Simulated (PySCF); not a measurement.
## J couplings in acetate ion

Bonds (- single, = double, # triple, : aromatic): C1-C2 1.569 Å, C2=O3 1.246 Å, C2-O4 1.247 Å. C1 carries H5, H6, H7. Formal charges: O4 -1.

Total charge -1.

Couplings: B3LYP/pcJ-1 in PySCF 2.14, geometry PBE0-D3(BJ)/def2-SVP; gas phase, one conformer, non-relativistic. Couplings are averaged over pairs made equivalent by symmetry, fast rotation or ring inversion, so a value needn't be that of the named pair in this geometry, while other rotamers aren't included; one pair stands for each set, and the list holds those of at least 0.8 Hz over up to four bonds.

Isotopes: ¹³C, ¹H, ¹⁷O. Couplings to quadrupolar nuclei such as 17O and 33S are rarely resolved in practice.

| pair | bonds | J (Hz) |
| --- | --- | --- |
| C1, C2 | 1 | 46.4 |
| C1, H5 | 1 | ? |
| C2, O3 | 1 | 29.5 |
| C1, O3 | 2 | -11.3 |
| C2, H5 | 2 | ? |
| O3, O4 | 2 | -5.1 |
| H5, H6 | 2 | -11.6 |

Task: Estimate the withheld couplings, with signs.

Result: 
- ¹J(C1,H5) = 126.8 Hz (mean over equivalent pairs that range from 124.3 to 130.7 Hz in this conformer)
- ²J(C2,H5) = -4.0 Hz
